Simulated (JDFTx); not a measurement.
The system is Sr.

```
Sr
1.0
     0.00000    3.04235    3.04235
     3.04235    0.00000    3.04235
     3.04235    3.04235    0.00000
Sr
1
Direct
  0.00000 0.00000 0.00000
```

```yaml
Program: JDFTx 1.7.0 (patched build)
Task: single point
Functional: PBE
Potentials_or_basis: PseudoDojo-SR-PBE-0.5-standard
Cutoff: 925 eV
Density_cutoff: 3701 eV
k_mesh: 8 × 8 × 8
Occupations: fermi-dirac, width 0.05 eV
Spin: no spin polarisation
```

On this cell: pressure -0.3 GPa; band gap on the k mesh none (metal or under the smearing width).

The same run follows on a disturbed copy (cell strained at random at fixed volume):

```xyz
1
Lattice="0.0661 3.0196 2.9653 3.1346 0.0075 3.0238 3.1290 3.0725 0.0132" Properties=species:S:1:pos:R:3 pbc="T T T"
Sr    0.0326    0.0158   -0.0426
```

What changes?

The energy (extrapolated to zero smearing) moves by +3.3 meV/atom; pressure -0.3 GPa; band gap on the k mesh none (metal or under the smearing width).

Stress tensor (GPa, compression positive):
```
-0.43 -0.23 -0.28
-0.23 -0.30  0.19
-0.28  0.19 -0.22
```

Caveats: the empty levels aren't tightly converged.
